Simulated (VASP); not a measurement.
## GaP (F-43m): a series in a change of volume

Strain engineering needs slopes: what does a change of volume do to the lattice and the band edges of GaP?

Method: LDA; plane waves and PAW (Ga_d, P), in the first sound run; inputs show where later runs differ, in VASP 6.6.1.

Most raw output is cut from this account.

**1. Starting point**

It takes space group F-43m (No. 216, cubic). The conventional cell has a = 5.451 Å, b = 5.451 Å, c = 5.451 Å, α = 90.00°, β = 90.00°, γ = 90.00°. Nearest to Ga lie 4 P at 2.36 Å. P has 4 Ga at 2.36 Å nearest. Farther neighbours are not listed.

Coordinates:

```cif
data_structure
_symmetry_space_group_name_H-M 'P 1'
_symmetry_Int_Tables_number 1
_cell_length_a 3.8544
_cell_length_b 3.8544
_cell_length_c 3.8544
_cell_angle_alpha 60.000
_cell_angle_beta 60.000
_cell_angle_gamma 60.000
_cell_volume 40.49
loop_
_atom_site_label
_atom_site_type_symbol
_atom_site_fract_x
_atom_site_fract_y
_atom_site_fract_z
_atom_site_occupancy
Ga1 Ga 0.00000 0.00000 0.00000 1
P2 P 0.25000 0.25000 0.25000 1
```

**2. Relax the crystal, LDA**

The series starts from the cell that this level prefers, so that zero strain is near zero stress.

This step took 2 runs in a row; the last is shown.

Level: LDA; plane waves and PAW (Ga_d, P).

The input, INCAR:

```
SYSTEM = GaP
PREC = Accurate
ENCUT = 450
EDIFF = 1E-07
NELM = 120
ISMEAR = 0
SIGMA = 0.02
LREAL = .FALSE.
ALGO = Normal
GGA = CA
NBANDS = 15
LASPH = .TRUE.
LORBIT = 11
LWAVE = .FALSE.
LCHARG = .FALSE.
KPAR = 12
IBRION = 2
NSW = 40
ISIF = 3
EDIFFG = -0.005
POTIM = 0.4
```

The input, POSCAR:

```
GaP
1.0
    0.0000000000      2.6961434041      2.6961434041
    2.6961434041      0.0000000000      2.6961434041
    2.6961434041      2.6961434041      0.0000000000
Ga P
1 1
Direct
    0.0000000000      0.0000000000      0.0000000000
    0.2500000000      0.2500000000      0.2500000000
```

The input, KPOINTS:

```
Automatic mesh
0
Gamma
10 10 10
0 0 0
```

PAW data sets: Ga_d and P (LDA family, release 64).

The run is started by

```bash
$ mpirun -np 12 vasp_std
```

Wall time 9.6 s (12 MPI ranks of AMD EPYC 7R43, shared host); peak memory 1.5 GiB.

Numbers from this step:

```
energy(sigma→0) of the program : -10.4526 eV
stress, compression positive   : xx, yy, zz -0.01, -0.01, -0.01 GPa
volume                         : 39.198 Å³
ionic steps                    : 1
```

**3. Relax at fixed volume, LDA**

One member in full: the volume is scaled by 1.015, and the cell is held.

Level: LDA; plane waves and PAW (Ga_d, P).

Edit INCAR of step 2 so:

```diff
@@ -15,7 +15,8 @@
 LCHARG = .FALSE.
-KPAR = 12
+KPAR = 3
 IBRION = 2
 NSW = 40
-ISIF = 3
-EDIFFG = -0.005
+ISIF = 2
+EDIFFG = -0.004
 POTIM = 0.4
+MAXMIX = 40
```

The input, POSCAR:

```
GaP
1.0
    0.0000000000      2.7095572737      2.7095572737
    2.7095572737      0.0000000000      2.7095572737
    2.7095572737      2.7095572737      0.0000000000
Ga P
1 1
Direct
    0.0000000000      0.0000000000      0.0000000000
    0.2500000000      0.2500000000      0.2500000000
```

KPOINTS is that of step 2.

The run is started by

```bash
$ mpirun -np 3 vasp_std
```

Run time: 19 s. Hardware: 3 MPI ranks; peak memory 0.34 GiB.

This run gave:

```
energy(sigma→0) of the program : -10.4505 eV
stress, compression positive   : xx, yy, zz -1.31, -1.31, -1.31 GPa
ionic steps                    : 1
```

**4. Band edges, TB-mBJ with spin-orbit coupling**

Short lines in KPOINTS_OPT sample the zone centre, for masses, and the other valleys.

Level: TB-mBJ, spin-orbit coupling; plane waves and PAW (Ga_d, P).

TB-mBJ has no energy functional, so the total energy, stress and pressure in this output mean nothing.

The input, INCAR:

```
SYSTEM = GaP
PREC = Accurate
ENCUT = 450
EDIFF = 1E-06
NELM = 150
ISMEAR = 0
SIGMA = 0.02
LREAL = .FALSE.
ALGO = Normal
METAGGA = MBJ
LASPH = .TRUE.
LNONCOLLINEAR = .TRUE.
MAGMOM = 0 0 0 0 0 0
NBANDS = 28
GGA_COMPAT = .FALSE.
LSORBIT = .TRUE.
LWAVE = .FALSE.
LCHARG = .FALSE.
KPAR = 3
```

POSCAR is that of step 3.

The input, KPOINTS:

```
Automatic mesh
0
Gamma
8 8 8
0 0 0
```

The input, KPOINTS_OPT:

```
Line mode
6
Line-mode
Reciprocal
  0.00000000   0.00000000   0.00000000
  0.02156197   0.02156197   0.00000000

  0.00000000   0.00000000   0.00000000
  0.00000000  -0.02156197  -0.02156197

  0.31000000   0.31000000   0.00000000
  0.50000000   0.50000000   0.00000000

  0.00000000   0.31000000   0.31000000
  0.00000000   0.50000000   0.50000000

  0.45000000   0.45000000   0.45000000
  0.50000000   0.50000000   0.50000000

  0.45000000   0.00000000   0.00000000
  0.50000000   0.00000000   0.00000000

  0.42500000   0.42500000   0.00000000
  0.42500000   0.44656197   0.02156197

  0.50000000   0.50000000   0.50000000
  0.48475338   0.51524662   0.50000000
```

The run is started by

```bash
$ mpirun -np 3 vasp_ncl
```

Run time: 5.1 min. Hardware: 3 MPI ranks; peak memory 0.87 GiB; 15 min of CPU time.

**5. Band edges, r2SCAN with spin-orbit coupling**

Level: r2SCAN, spin-orbit coupling; plane waves and PAW (Ga_d, P).

Edit INCAR of step 4 so:

```diff
@@ -4,3 +4,3 @@
 EDIFF = 1E-06
-NELM = 150
+NELM = 100
 ISMEAR = 0
@@ -9,3 +9,3 @@
 ALGO = Normal
-METAGGA = MBJ
+METAGGA = R2SCAN
 LASPH = .TRUE.
```

POSCAR is that of step 4.

KPOINTS is that of step 4.

KPOINTS_OPT is that of step 4.

The run is started by

```bash
$ mpirun -np 3 vasp_ncl
```

The job ended after 9.9 min (3 MPI ranks; peak memory 0.91 GiB; 30 min of CPU time).

This run gave:

| Item | Value |
| --- | --- |
| energy(sigma→0) of the program | -180.0948 eV |
| stress, compression positive | xx, yy, zz 1.29, 1.29, 1.29 GPa |

The run ends at a pressure of 1.29 GPa.

**6. The whole series**

Runs beyond LDA use the data sets made with LDA; this shifts their levels slightly, and their total energies have another zero (at TB-mBJ, which has no energy functional, they mean nothing).

The other members went through these steps as far as the tables show, with the same cutoff and, step by step, the same mesh; 25 runs are not shown. The session took 7.6 core hours (wall time by ranks) on a shared machine.

```csv
volume over the relaxed volume,volume (Å³/atom),pressure (GPa),energy above the unstrained row (meV/atom),"gap on the mesh, LDA (eV)"
0.940,18.423,6.381,22.848,1.286
0.955,18.717,4.585,12.621,1.317
0.970,19.011,2.928,5.575,1.347
0.985,19.305,1.401,1.445,1.375
1,19.599,-0.006,0.000,1.402
1.015,19.893,-1.306,1.060,1.427
1.030,20.187,-2.504,4.401,1.450
1.045,20.481,-3.607,9.863,1.473
1.060,20.775,-4.620,17.257,1.424
```

A cubic of the pressure in ln(V/V₀) through all rows has the slope −B at V₀: B = 90 GPa, and its curvature gives B′ = 4.4.

Band edges at TB-mBJ with spin-orbit coupling, counted from the valence-band top at Γ, spin-orbit pairs averaged, with one row partly withheld:

```csv
volume over the relaxed volume,gap (eV),conduction band at Γ (eV),Δ or X valley along z (eV),"lowest conduction level at L, [111] (eV)",second valence level below the top (eV),third valence level below the top (eV)
0.940,2.153,3.703,2.149,2.831,0.000,0.081
0.955,2.191,3.571,2.187,2.787,0.000,0.081
0.970,2.225,3.442,2.223,2.743,0.000,0.080
0.985,2.258,3.314,2.256,2.699,0.000,0.079
1,2.289,3.188,2.288,2.655,0.000,0.079
1.015,2.319,3.064,2.318,2.612,0.000,0.078
1.030,?,2.943,?,2.569,0.000,0.078
1.045,2.373,2.824,2.373,2.526,0.000,0.077
1.060,2.398,2.707,2.398,2.484,0.000,0.077
```

Conduction masses, in electron masses (the axis is [001]):

```csv
volume over the relaxed volume,"conduction mass at Γ, along the strain axis or the normal of the plane","L [111] mass, longitudinal","L [111] mass, transverse along [1-10]"
0.940,0.203,1.860,0.170
0.955,0.198,1.840,0.169
0.970,0.194,1.821,0.169
0.985,0.188,1.808,0.168
1,0.183,1.782,0.168
1.015,0.178,1.796,0.168
1.030,0.173,1.785,0.167
1.045,0.168,1.782,0.167
1.060,0.164,1.782,0.167
```

Band edges at r2SCAN with spin-orbit coupling, counted from the valence-band top at Γ, spin-orbit pairs averaged:

```csv
volume over the relaxed volume,gap (eV),conduction band at Γ (eV),Δ or X valley along z (eV),"lowest conduction level at L, [111] (eV)",second valence level below the top (eV),third valence level below the top (eV)
0.940,1.636,3.156,1.633,2.310,0.000,0.086
0.955,1.670,3.012,1.668,2.260,0.000,0.086
0.970,1.702,2.872,1.701,2.210,0.000,0.085
0.985,1.733,2.734,1.732,2.161,0.000,0.085
1,1.762,2.599,1.762,2.112,0.000,0.084
1.015,1.790,2.467,1.789,2.064,0.000,0.084
1.030,1.815,2.337,1.815,2.016,0.000,0.083
1.045,1.839,2.210,1.839,1.970,0.000,0.083
1.060,1.862,2.085,1.862,1.923,0.000,0.082
```

Conduction masses, in electron masses (the axis is [001]):

```csv
volume over the relaxed volume,"conduction mass at Γ, along the strain axis or the normal of the plane","L [111] mass, longitudinal","L [111] mass, transverse along [1-10]"
0.940,0.169,1.857,0.145
0.955,0.161,1.826,0.144
0.970,0.155,1.776,0.143
0.985,0.149,1.781,0.142
1,0.143,1.763,0.141
1.015,0.138,1.767,0.140
1.030,0.132,1.776,0.140
1.045,0.126,1.764,0.139
1.060,0.120,1.770,0.138
```

**7. Fit and prediction**

The quantity to fit is the Δ or X valley above the valence top at TB-mBJ with spin-orbit coupling: 2.149, 2.187, 2.223, 2.256, 2.288, 2.318, 2.373, 2.398 eV in the rows shown.

A least-squares parabola through the 8 rows shown, with u the logarithm of the volume ratio: E = − 3.136 u² + 2.059 u + 2.288 (eV), r.m.s. residual 1.2e-4 eV.

At u = 0.02956 this predicts 2.3464 eV.

**8. The withheld row**

The calculation gives 2.3462 eV, so the prediction is 0.0002 eV too high.

**9. Summary of results**

```yaml
bulk_modulus: 90 GPa
gap_of_the_unstrained_cell_tb_mbj_with_spin_orbit_coupling: 2.29 eV
gap_of_the_unstrained_cell_r2scan_with_spin_orbit_coupling: 1.76 eV
de_d_ln_v_of_the_delta_or_x_valley_above_the_valence_top_tb_mbj_with_spin_orbit_coupling: 2.06 eV
error_of_the_predicted_row: 0.2 meV
```

**Reading.** At TB-mBJ with spin-orbit coupling the lowest conduction valley is Δ or X throughout, and the gap runs between 2.15 and 2.40 eV. At r2SCAN with spin-orbit coupling the lowest conduction valley is Δ or X throughout, and the gap runs between 1.64 and 1.86 eV. Hole masses are left out throughout, since the top bands are degenerate or cross in many series; of conduction masses, those of the Γ, L and (for Si and Ge under (001) strain) Δ valleys are kept where they change by under an eighth between rows. TB-mBJ is a potential fitted for gaps; it has no energy functional, so its total energies and forces mean nothing, and its bands tend to come out too narrow. r2SCAN opens gaps somewhat over GGA but leaves them below measured values as a rule. Δ or X levels are the lowest on their line, refined by a parabola unless they lie at X; the gap is read from all points sampled and can differ from the lowest valley by some meV, or by tens of meV where strain moves the valence top off Γ. Temperature, zero-point motion and excitons are left out.

[Lines on the potential files, build, host, timing and source positions are cut from VASP's logs without a mark.]

[Logs are printed without paths, hosts, clocks, repeated set-up lines and the standing remarks that a program may print on its own settings, such as how far it seeks lower states.]

[Hosts, paths, dates, database ids (printed as entryN), source tags and the programs' standing remarks are cut or masked in the printed files.]

[In band tables of VASP the shares of atoms and orbitals are scaled to a sum of 1 inside the atoms' spheres.]
